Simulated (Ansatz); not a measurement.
# BaZrO3 (Pm-3m) in Ansatz: settings compared

The runs below take BaZrO3 through relaxation of cell and atoms, with RPBE+D4, revPBE+D3(BJ), revPBE+D4.

Everything below comes from runs of Ansatz 0.2.0. Logs are shortened: lines on timing, memory, paths and dates and some standing lists are left out, and cuts for length are marked.

## (1) The crystal as given

The structure is cubic, space group Pm-3m (No. 221). The conventional cell has a = 4.191 Å, b = 4.191 Å, c = 4.191 Å, α = 90.00°, β = 90.00°, γ = 90.00°. Ba (site symmetry m-3m) has 12 O at 2.96 Å as nearest neighbours. Around Zr (site symmetry m-3m) lie 6 O at 2.10 Å. Around O (site symmetry 4/mmm) lie 2 Zr at 2.10 Å.

## (2) Relaxation of cell and atoms, RPBE+D4

Contents of input.yaml:

```yaml
crystal:
  lattice:
    - [4.19134, 0.0, 0.0]
    - [0.0, 4.19134, 0.0]
    - [0.0, 0.0, 4.19134]
  atoms:
    - { symbol: Ba, position: [0.0, 0.0, 0.0] }
    - { symbol: Zr, position: [0.5, 0.5, 0.5] }
    - { symbol: O, position: [0.5, 0.5, 0.0] }
    - { symbol: O, position: [0.5, 0.0, 0.5] }
    - { symbol: O, position: [0.0, 0.5, 0.5] }
hamiltonian:
  xc: rpbe
  pseudopotentials: { kind: paw }
  dispersion: d4
kpoints:
  mp_grid: { grid: [6, 6, 6] }
scf:
  occupations: { method: fermi_dirac, width: 0.05 }
output:
  forces: true
  stress: true
relax:
  f_tol: 0.01
  max_steps: 40
  cell: { stress_tol: 0.05 }
```

Potentials or basis: Ansatz PAW.

Run with:

```sh
$ ansatz run input.yaml --threads 2 --pin off --max-ram 5632MiB --backend cpu --events-out ev --progress --plain --runs-dir out
```

The log of the run:

```text
Warning: RAYON_NUM_THREADS=2 ignored (pool sized by the plan → 2); use --threads N
Engine: ansatz 0.2.0, x86_64-unknown-linux-gnu
Pseudopotentials: kind: paw
Pseudopotential: Ba, paw, valence charge 10, recommended cutoff 420 eV (normal), Ba.paw.azcp
Pseudopotential: Zr, paw, valence charge 12, recommended cutoff 420 eV (normal), Zr.paw.azcp
Pseudopotential: O, paw, valence charge 6, recommended cutoff 420 eV (normal), O.paw.azcp
Functional definition: RPBE
  parameter kappa = 0.804
  parameter beta = 0.06672455060314922
  exchange = rpbe_x(kappa = kappa, mu = beta*pi^2/3)
  correlation = pbe_c(beta = beta)
Crystal: 5 atoms, lattice volume = 73.631 Å³
Basis set: ecut = 420 eV, 1419 PW (Γ), exchange–correlation on 60×60×60 points (8 copies of the dense FFT grid, shifted against one another)
Bands: 25, of which v1, the nominal top of the filled ones, is band 20 counted from 1 (19 counted from 0)
Symmetry: 48 space group operations
Space group: Pm-3m (ITA 221), of the structure as read, at distance tolerance 4.2e-5 Å
k-points: 20 of 216
Non-local potential: Ba, projectors of the file, l = 0: 3, l = 1: 2, l = 2: 2, l = 3: 2
Non-local potential: Zr, projectors of the file, l = 0: 3, l = 1: 2, l = 2: 2, l = 3: 2
Non-local potential: O, projectors of the file, l = 0: 2, l = 1: 2, l = 2: 1
PAW form: soft (Blöchl's): semilocal exchange-correlation on the pseudo side does not see the compensation charge
PAW frozen core: Ba, regenerated for the run's functional, and the local potential with it (the file was generated under x = pbe(κ = 0.804, μ = 0.2195149727645171), c = pbe(β = 0.06672455060314922))
PAW frozen core: Zr, regenerated for the run's functional, and the local potential with it (the file was generated under x = pbe(κ = 0.804, μ = 0.2195149727645171), c = pbe(β = 0.06672455060314922))
PAW frozen core: O, regenerated for the run's functional, and the local potential with it (the file was generated under x = pbe(κ = 0.804, μ = 0.2195149727645171), c = pbe(β = 0.06672455060314922))
PAW one-centre angular grid: Ba, 194 points (default); XC on 64 Gauss nodes
PAW one-centre angular grid: Zr, 590 points (default); XC on 64 Gauss nodes
PAW one-centre angular grid: O, 110 points (default); XC on 64 Gauss nodes
Initial density: superposition of atomic densities (neutral atoms: chi_scale 0, normalization atom), corrected by the library's trained network
Initial wavefunctions: pseudopotential atomic-orbital guess
Functional: x = rpbe, c = pbe(β = 0.06672455060314922)
SCF iter   1: F=—  HF=-11868.077701 eV  |F-HF|=—  |Δ(HF+E_count)|=         —  Δρ=3.25e-3  dr2=7.09e-3  ethr=1.77e-3  ⟨swp⟩=7.5  Hψ=2690  notcnv=0
preconditioner: auto → Resta (q_TF=auto, 2.464 Å⁻¹)  ε∞=3.7  [insulator: Δε(μ)=3.309 eV  Ē_g=16.227 eV  σ=0.050 eV  W_gap=1.00  n_scr=18 (ndim 8)  ℏωp=26.7 eV  f_vac=0.000  D(μ)=0.00/eV (n_scr^D=0)  ε∞_Penn≈3.7]
SCF iter   2: F=—  HF=-11868.077381 eV  |F-HF|=—  |Δ(HF+E_count)|=   3.20e-4  Δρ=1.89e-3  dr2=1.17e-3  ethr=1.77e-5  ⟨swp⟩=2.0  Hψ=1014  notcnv=0  defer=5
SCF iter   3: F=—  HF=-11868.077498 eV  |F-HF|=—  |Δ(HF+E_count)|=   1.17e-4  Δρ=8.67e-4  dr2=4.69e-4  ethr=2.91e-6  ⟨swp⟩=2.0  Hψ=711  notcnv=0  defer=9
SCF iter   4: F=—  HF=-11868.077593 eV  |F-HF|=—  |Δ(HF+E_count)|=   9.53e-5  Δρ=1.62e-4  dr2=1.97e-5  ethr=1.17e-6  ⟨swp⟩=2.3  Hψ=818  notcnv=0  defer=8
SCF iter   5: F=—  HF=-11868.077547 eV  |F-HF|=—  |Δ(HF+E_count)|=   4.57e-5  Δρ=4.85e-5  dr2=8.95e-7  ethr=4.93e-8  ⟨swp⟩=2.1  Hψ=879  notcnv=0  defer=8
SCF iter   6: F=-11868.077550 eV  HF=-11868.077550 eV  |F-HF|=7.72e-8  |Δ(HF+E_count)|=   2.44e-6  Δρ=7.08e-6  dr2=3.42e-8  ethr=2.50e-10  ⟨swp⟩=5.5  Hψ=2062  notcnv=0
SCF 1 converged in 6 iterations: F = -11868.077550 eV  dr2 = 3.42e-8
relax step   1: F+E_penalty+E_count = -11868.07754977 eV  Δ(F+E_penalty+E_count) = +0.000e0 eV  max|allowed force component| = 1.654e-29 eV/Å  Δτ_max = 0.0000 Å  P = +3.137 GPa  Ω = 73.631 Å³  (6 SCF iters, dr2 threshold 1.00e-7 eV, accepted)
Crystal: 5 atoms, lattice volume = 75.793 Å³
Basis set: ecut = 420 eV, 1503 PW (Γ), exchange–correlation on 60×60×60 points (8 copies of the dense FFT grid, shifted against one another)
Initial density: handed on by an earlier stage of this run
Initial wavefunctions: those handed on with the density
iter 1 solved again at ethr=9.52e-6 eV; its pass at ethr=3.10e-3 eV (dr2=3.81e-3 eV) is discarded
SCF iter   1: F=—  HF=-11868.083674 eV  |F-HF|=—  |Δ(HF+E_count)|=         —  Δρ=2.64e-3  dr2=3.69e-3  ethr=9.52e-6  ⟨swp⟩=1.0  Hψ=3028  notcnv=0
preconditioner: auto → Resta (q_TF=auto, 2.453 Å⁻¹)  ε∞=3.7  [insulator: Δε(μ)=3.223 eV  Ē_g=16.092 eV  σ=0.050 eV  W_gap=1.00  n_scr=18 (ndim 8)  ℏωp=26.3 eV  f_vac=0.002  D(μ)=0.00/eV (n_scr^D=0)  ε∞_Penn≈3.7]
SCF iter   2: F=—  HF=-11868.082968 eV  |F-HF|=—  |Δ(HF+E_count)|=   7.06e-4  Δρ=1.02e-3  dr2=6.34e-4  ethr=9.22e-6  ⟨swp⟩=2.0  Hψ=782  notcnv=0
SCF iter   3: F=—  HF=-11868.082951 eV  |F-HF|=—  |Δ(HF+E_count)|=   1.75e-5  Δρ=5.31e-4  dr2=1.58e-4  ethr=1.58e-6  ⟨swp⟩=2.3  Hψ=804  notcnv=0
SCF iter   4: F=—  HF=-11868.082990 eV  |F-HF|=—  |Δ(HF+E_count)|=   3.90e-5  Δρ=1.17e-4  dr2=7.47e-6  ethr=3.94e-7  ⟨swp⟩=2.0  Hψ=820  notcnv=0
SCF iter   5: F=-11868.083007 eV  HF=-11868.083006 eV  |F-HF|=6.60e-7  |Δ(HF+E_count)|=   1.64e-5  Δρ=1.89e-5  dr2=2.19e-7  ethr=1.25e-9  ⟨swp⟩=4.7  Hψ=2276  notcnv=0
SCF 2 converged in 5 iterations: F = -11868.083007 eV  dr2 = 2.19e-7
relax step   2: F+E_penalty+E_count = -11868.08300682 eV  Δ(F+E_penalty+E_count) = -5.457e-3 eV  max|allowed force component| = 2.672e-29 eV/Å  Δτ_max = 0.0000 Å  P = -1.359 GPa  Ω = 75.793 Å³  energy of the carried Pulay correction = -5.818e-3 eV  (5 SCF iters, dr2 threshold 5.00e-7 eV, accepted)
Crystal: 5 atoms, lattice volume = 75.126 Å³
iter 1 solved again at ethr=1.00e-6 eV; its pass at ethr=3.10e-3 eV (dr2=4.01e-4 eV) is discarded
SCF iter   1: F=—  HF=-11868.087809 eV  |F-HF|=—  |Δ(HF+E_count)|=         —  Δρ=7.81e-4  dr2=3.07e-4  ethr=1.00e-6  ⟨swp⟩=2.0  Hψ=3000  notcnv=0
preconditioner: auto → Resta (q_TF=auto, 2.456 Å⁻¹)  ε∞=3.7  [insulator: Δε(μ)=3.239 eV  Ē_g=16.133 eV  σ=0.050 eV  W_gap=1.00  n_scr=18 (ndim 8)  ℏωp=26.4 eV  f_vac=0.001  D(μ)=0.00/eV (n_scr^D=0)  ε∞_Penn≈3.7]
SCF iter   2: F=—  HF=-11868.087712 eV  |F-HF|=—  |Δ(HF+E_count)|=   9.73e-5  Δρ=3.04e-4  dr2=5.28e-5  ethr=7.66e-7  ⟨swp⟩=2.0  Hψ=783  notcnv=0
SCF iter   3: F=—  HF=-11868.087709 eV  |F-HF|=—  |Δ(HF+E_count)|=   2.82e-6  Δρ=1.55e-4  dr2=1.27e-5  ethr=1.32e-7  ⟨swp⟩=2.4  Hψ=829  notcnv=0
SCF iter   4: F=—  HF=-11868.087713 eV  |F-HF|=—  |Δ(HF+E_count)|=   3.38e-6  Δρ=3.39e-5  dr2=5.93e-7  ethr=3.17e-8  ⟨swp⟩=2.0  Hψ=810  notcnv=0
SCF iter   5: F=-11868.087714 eV  HF=-11868.087714 eV  |F-HF|=4.66e-8  |Δ(HF+E_count)|=   1.16e-6  Δρ=5.34e-6  dr2=1.68e-8  ethr=1.25e-9  ⟨swp⟩=5.0  Hψ=1795  notcnv=0
SCF 3 converged in 5 iterations: F = -11868.087714 eV  dr2 = 1.68e-8
relax step   3: F+E_penalty+E_count = -11868.08771391 eV  Δ(F+E_penalty+E_count) = -4.707e-3 eV  max|allowed force component| = 7.021e-30 eV/Å  Δτ_max = 0.0000 Å  P = -0.040 GPa  Ω = 75.126 Å³  energy of the carried Pulay correction = -4.042e-3 eV  (5 SCF iters, dr2 threshold 5.00e-7 eV, accepted)
Initial wavefunctions: pseudopotential atomic-orbital guess (no wavefunctions were taken with the density)
iter 1 solved again at ethr=3.43e-7 eV; its pass at ethr=3.10e-3 eV (dr2=1.37e-4 eV) is discarded
SCF iter   1: F=—  HF=-11868.092395 eV  |F-HF|=—  |Δ(HF+E_count)|=         —  Δρ=1.65e-4  dr2=2.82e-6  ethr=3.43e-7  ⟨swp⟩=2.9  Hψ=3951  notcnv=0
preconditioner: auto → Resta (q_TF=auto, 2.456 Å⁻¹)  ε∞=3.7  [insulator: Δε(μ)=3.241 eV  Ē_g=16.132 eV  σ=0.050 eV  W_gap=1.00  n_scr=18 (ndim 8)  ℏωp=26.4 eV  f_vac=0.001  D(μ)=0.00/eV (n_scr^D=0)  ε∞_Penn≈3.7]
SCF iter   2: F=—  HF=-11868.092412 eV  |F-HF|=—  |Δ(HF+E_count)|=   1.75e-5  Δρ=8.28e-5  dr2=8.97e-7  ethr=7.06e-9  ⟨swp⟩=2.1  Hψ=903  notcnv=0
SCF iter   3: F=—  HF=-11868.092426 eV  |F-HF|=—  |Δ(HF+E_count)|=   1.35e-5  Δρ=3.78e-5  dr2=1.20e-7  ethr=2.24e-9  ⟨swp⟩=2.1  Hψ=759  notcnv=0
SCF iter   4: F=—  HF=-11868.092429 eV  |F-HF|=—  |Δ(HF+E_count)|=   3.10e-6  Δρ=2.43e-6  dr2=1.79e-9  ethr=2.99e-10  ⟨swp⟩=2.0  Hψ=856  notcnv=0
SCF iter   5: F=—  HF=-11868.092429 eV  |F-HF|=—  |Δ(HF+E_count)|=   3.07e-9  Δρ=6.05e-7  dr2=1.57e-10  ethr=4.48e-12  ⟨swp⟩=2.0  Hψ=809  notcnv=0
SCF iter   6: F=-11868.092429 eV  HF=-11868.092429 eV  |F-HF|=3.64e-11  |Δ(HF+E_count)|=  7.62e-10  Δρ=1.18e-7  dr2=1.16e-11  ethr=1.00e-12  ⟨swp⟩=4.8  Hψ=1877  notcnv=0
SCF 4 converged in 6 iterations: F = -11868.092429 eV  dr2 = 1.16e-11
relax step   4: F+E_penalty+E_count = -11868.09242868 eV  Δ(F+E_penalty+E_count) = -4.715e-3 eV  max|allowed force component| = 7.731e-30 eV/Å  Δτ_max = 0.0000 Å  P = +0.066 GPa  Ω = 75.126 Å³  stress off target by 6.56e-2 GPa  SCF on the basis re-selected at this cell (its energy is not comparable with the rows above)  (6 SCF iters)
basis re-selected at this cell: Δ(F+E_penalty+E_count) = -4.715e-3 eV, ΔP = +0.106 GPa vs the last step (what re-selecting the basis moved, of the pressure what is left beyond the Pulay correction that the steps carried, after the strain that the cell walked since its last selection, with what the two solves' SCF thresholds leave and, on support functions, any second-order correction that the steps lacked; it is no measure of the basis error at this ecutwfc). This SCF's stress stands 6.56e-2 GPa from its target on what of the cell is left free (relax.cell.stress_tol is 5.00e-2 GPa) and its largest allowed force component is 7.73e-30 eV/Å (relax.f_tol is 1.00e-2 eV/Å): not within both, so this SCF does not close the relaxation
Crystal: 5 atoms, lattice volume = 75.159 Å³
iter 1 solved again at ethr=3.21e-9 eV; its pass at ethr=3.10e-3 eV (dr2=1.29e-6 eV) is discarded
SCF iter   1: F=—  HF=-11868.092375 eV  |F-HF|=—  |Δ(HF+E_count)|=         —  Δρ=4.58e-5  dr2=9.33e-7  ethr=3.21e-9  ⟨swp⟩=2.0  Hψ=2923  notcnv=0
preconditioner: auto → Resta (q_TF=auto, 2.456 Å⁻¹)  ε∞=3.7  [insulator: Δε(μ)=3.239 eV  Ē_g=16.130 eV  σ=0.050 eV  W_gap=1.00  n_scr=18 (ndim 8)  ℏωp=26.4 eV  f_vac=0.001  D(μ)=0.00/eV (n_scr^D=0)  ε∞_Penn≈3.7]
SCF iter   2: F=—  HF=-11868.092349 eV  |F-HF|=—  |Δ(HF+E_count)|=   2.56e-5  Δρ=1.69e-5  dr2=1.91e-7  ethr=2.33e-9  ⟨swp⟩=2.8  Hψ=928  notcnv=0
SCF iter   3: F=—  HF=-11868.092349 eV  |F-HF|=—  |Δ(HF+E_count)|=   1.28e-8  Δρ=9.17e-6  dr2=4.26e-8  ethr=4.78e-10  ⟨swp⟩=2.4  Hψ=754  notcnv=0
SCF iter   4: F=-11868.092349 eV  HF=-11868.092349 eV  |F-HF|=3.44e-9  |Δ(HF+E_count)|=   1.48e-8  Δρ=1.95e-6  dr2=1.97e-9  ethr=2.69e-11  ⟨swp⟩=4.7  Hψ=1793  notcnv=0
SCF 5 converged in 4 iterations: F = -11868.092349 eV  dr2 = 1.97e-9
relax step   5: F+E_penalty+E_count = -11868.09234892 eV  Δ(F+E_penalty+E_count) = +7.976e-5 eV  max|allowed force component| = 7.310e-29 eV/Å  Δτ_max = 0.0000 Å  P = +0.001 GPa  Ω = 75.159 Å³  energy of the carried Pulay correction = -8.655e-5 eV  (4 SCF iters, dr2 threshold 1.08e-8 eV, accepted)
iter 1 solved again at ethr=3.06e-7 eV; its pass at ethr=3.10e-3 eV (dr2=1.22e-4 eV) is discarded
SCF iter   1: F=—  HF=-11868.092770 eV  |F-HF|=—  |Δ(HF+E_count)|=         —  Δρ=2.14e-5  dr2=7.81e-8  ethr=3.06e-7  ⟨swp⟩=3.0  Hψ=3955  notcnv=0
eigensolver tolerance schedule: the retry pair's looser diagonalisation over-reported the residual by 1565.38 of it (diagonalisation noise at 0.18 of the residual, at the tolerance the schedule requests for it); recorded, not acted on — ethr = c·dr2/N_el stays at c = 1.0e-1
SCF iter   2: F=—  HF=-11868.092747 eV  |F-HF|=—  |Δ(HF+E_count)|=   2.32e-5  Δρ=1.11e-5  dr2=1.65e-8  ethr=1.95e-10  ⟨swp⟩=3.1  Hψ=1273  notcnv=0
SCF iter   3: F=—  HF=-11868.092747 eV  |F-HF|=—  |Δ(HF+E_count)|=   2.40e-8  Δρ=7.03e-6  dr2=7.10e-9  ethr=4.13e-11  ⟨swp⟩=1.6  Hψ=684  notcnv=0
SCF iter   4: F=—  HF=-11868.092747 eV  |F-HF|=—  |Δ(HF+E_count)|=   1.69e-8  Δρ=1.99e-6  dr2=1.98e-9  ethr=1.77e-11  ⟨swp⟩=2.0  Hψ=863  notcnv=0
SCF iter   5: F=-11868.092747 eV  HF=-11868.092747 eV  |F-HF|=5.82e-11  |Δ(HF+E_count)|=  1.46e-11  Δρ=2.81e-7  dr2=3.42e-11  ethr=1.00e-12  ⟨swp⟩=4.4  Hψ=2201  notcnv=0
SCF 6 converged in 5 iterations: F = -11868.092747 eV  dr2 = 3.42e-11
relax step   6: F+E_penalty+E_count = -11868.09274666 eV  Δ(F+E_penalty+E_count) = -3.977e-4 eV  max|allowed force component| = 5.596e-29 eV/Å  Δτ_max = 0.0000 Å  P = +0.003 GPa  Ω = 75.159 Å³  stress off target by 2.90e-3 GPa  SCF on the basis re-selected at this cell (its energy is not comparable with the rows above)  (5 SCF iters)
basis re-selected at this cell: Δ(F+E_penalty+E_count) = -3.977e-4 eV, ΔP = +0.002 GPa vs the last step (what re-selecting the basis moved, of the pressure what is left beyond the Pulay correction that the steps carried, after the strain that the cell walked since its last selection, with what the two solves' SCF thresholds leave and, on support functions, any second-order correction that the steps lacked; it is no measure of the basis error at this ecutwfc). This SCF's stress stands 2.90e-3 GPa from its target on what of the cell is left free (relax.cell.stress_tol is 5.00e-2 GPa) and its largest allowed force component is 5.60e-29 eV/Å (relax.f_tol is 1.00e-2 eV/Å): within both
SCF converged after 5 iterations
Free energy (F): -11868.092747 eV
Harris-Foulkes:  -11868.092747 eV  (|F-HF|=5.82e-11)
Internal energy: -11868.092747 eV  (E = F + TS)
E sigma→0 (E₀):  -11868.092747 eV
Fermi energy:    11.360202 eV
--- Per-component energies (eV) ---
  E_band       = -98.036471
  E_kinetic    = 1033.524612
  E_local      = -1962.550527  (includes V_loc(G=0)·N_el)
  E_nonlocal   = 271.768626
  E_hartree    = 696.360776
  E_xc         = -557.814069
  E_vxc        = -615.843574  (∫ρ·V_xc dr)
  E_paw        = -8671.886095  (= ΣΔE_a)
  E_vpaw       = -217.664624  (= ΣTr[D̂ρ^β])
  E_aug_tail   = 0.007315  (compensation charges beyond the density's cutoff)
  E_ewald      = -2675.394387
  E_disp       = -1.918720  (pairwise vdW)
  E_core_change = -0.190279  (= ΣΔE_core)
  E_smearing   = -0.000000  (= −TS)
  E_closure    = -0.000000  (closes the sum)
  Σ components = -11868.092747   (vs F -11868.092747, Δ=0.00e0)
--- Forces (eV/Å), atoms counted from 1 ---
  atom   1  Ba     0.00000000     0.00000000     0.00000000
  atom   2  Zr    -0.00000000     0.00000000     0.00000000
  atom   3  O     -0.00000000     0.00000000    -0.00000000
  atom   4  O      0.00000000    -0.00000000     0.00000000
  atom   5  O      0.00000000     0.00000000     0.00000000
  max |Σ_I F_I| component: 3.52e-29 eV/Å
--- Stress (GPa, compression-positive) ---
        0.002901      -0.000000       0.000000
        0.000000       0.002901       0.000000
        0.000000       0.000000       0.002901
  P = ⅓ Tr σ = 0.0029 GPa (0.029 kbar)
--- Relaxed structure (4 steps of the walk, 4 accepted, 2 SCFs on fresh bases) ---
  F+E_penalty+E_count = -11868.09274666 eV   max|allowed force component| = 5.596e-29 eV/Å   (the final SCF, on the basis selected at the relaxed cell)
  cell:  # Å, volume = 75.1589 Å³
    - [4.2201386472674445, 2.5779374776433315e-34, 5.7777898331617076e-34]
    - [2.5779374776433315e-34, 4.2201386472674445, 0.0]
    - [7.061743129419864e-34, 0.0, 4.2201386472674445]
  atoms:
    - { symbol: Ba, position: [5.743777479935558e-37, -2.9915507714890383e-37, 9.572962465264885e-38] }
    - { symbol: Zr, position: [0.5000000000000001, 0.5000000000000001, 0.5000000000000001] }
    - { symbol: O, position: [0.5000000000000001, 0.5000000000000001, 9.572962468397558e-38] }
    - { symbol: O, position: [0.5000000000000001, 5.983101543263649e-38, 0.5000000000000001] }
    - { symbol: O, position: [5.743777480118355e-37, 0.5000000000000001, 0.5000000000000001] }
```

It took 5.7 s on 2 threads of Intel Xeon Platinum 8375C at 2.90GHz (Ice Lake), shared host; peak memory 0.45 GiB.

What came out:

```yaml
Free_energy: -11868.0927 eV
Relaxed_volume: 15.03 Å³/atom
Relaxed_cell: a = 4.220 Å, b = 4.220 Å, c = 4.220 Å, α = 90.00°, β = 90.00°, γ = 90.00°
Space_group_after_relaxing_to_0.05_Å: Pm-3m (No. 221)
Energy_gained_by_relaxing: 3.0 meV/atom
Ionic_steps: 6
Pressure_after_relaxing: 0.0 GPa
Band_gap_on_the_k_mesh: 3.24 eV
```

The path:
```csv
step,energy change (eV),largest force (eV/Å),volume (Å³)
1,0.0000,0.0000,73.63
2,-0.0055,0.0000,75.79
3,-0.0102,0.0000,75.13
4,-0.0149,0.0000,75.13
5,-0.0148,0.0000,75.16
6,-0.0152,0.0000,75.16
```

Final structure:
```
Ba Zr O
1.0
     4.22014    0.00000    0.00000
     0.00000    4.22014    0.00000
     0.00000    0.00000    4.22014
Ba Zr O
1 1 3
Direct
  0.00000 0.00000 0.00000
  0.50000 0.50000 0.50000
  0.50000 0.50000 0.00000
  0.50000 0.00000 0.50000
  0.00000 0.50000 0.50000
```

Caveat: the plane-wave basis is chosen anew once the cell has moved, so the energies of steps on either side of that aren't comparable; the pressure holds a Pulay correction of +0.4 GPa for the finite cutoff; spin-orbit coupling is left out, which moves the levels of the heavy elements; the PAW data sets come from PBE, with cores solved anew for the run's functional, which leaves a small shift of forces and pressure. A k mesh can miss the band edges.

## (3) Relaxation of cell and atoms, revPBE+D3(BJ)

Edit input.yaml of step 2 so:

```diff
@@ -12,5 +12,5 @@
 hamiltonian:
-  xc: rpbe
+  xc: revpbe
   pseudopotentials: { kind: paw }
-  dispersion: d4
+  dispersion: d3bj
 kpoints:
```

Potentials or basis: Ansatz PAW.

Run with:

```sh
$ ansatz run input.yaml --threads 2 --pin off --max-ram 5632MiB --backend cpu --events-out ev --progress --plain --runs-dir out
```

Run time: 3.7 s. Hardware: 2 threads of Intel Xeon Platinum 8375C at 2.90GHz (Ice Lake), shared host; peak memory 0.45 GiB.

The run converged. Its results:

* Free energy: -11862.2164 eV
* Relaxed volume: 14.88 Å³/atom
* Relaxed cell: a = 4.205 Å, b = 4.205 Å, c = 4.205 Å, α = 90.00°, β = 90.00°, γ = 90.00°
* Space group after relaxing (to 0.05 Å): Pm-3m (No. 221)
* Energy gained by relaxing: 0.8 meV/atom
* Ionic steps: 4
* Pressure after relaxing: 0.0 GPa
* Band gap on the k mesh: 3.25 eV

Step by step:
```
step  energy change (eV)  largest force (eV/Å)  volume (Å³)
   1              0.0000                0.0000        73.63
   2              0.0003                0.0000        74.74
   3             -0.0016                0.0000        74.38
   4             -0.0038                0.0000        74.38
```

Final structure:
```xyz
5
Lattice="4.2055 0.0000 0.0000 0.0000 4.2055 0.0000 0.0000 0.0000 4.2055" Properties=species:S:1:pos:R:3 pbc="T T T"
Ba    0.0000    0.0000    0.0000
Zr    2.1027    2.1027    2.1027
O     2.1027    2.1027    0.0000
O     2.1027    0.0000    2.1027
O     0.0000    2.1027    2.1027
```

Caveat: the plane-wave basis is chosen anew once the cell has moved, so the energies of steps on either side of that aren't comparable; the pressure holds a Pulay correction of +0.4 GPa for the finite cutoff; spin-orbit coupling is left out, which moves the levels of the heavy elements; the PAW data sets come from PBE, with cores solved anew for the run's functional, which leaves a small shift of forces and pressure.

(Continued in part 2 of 2.)
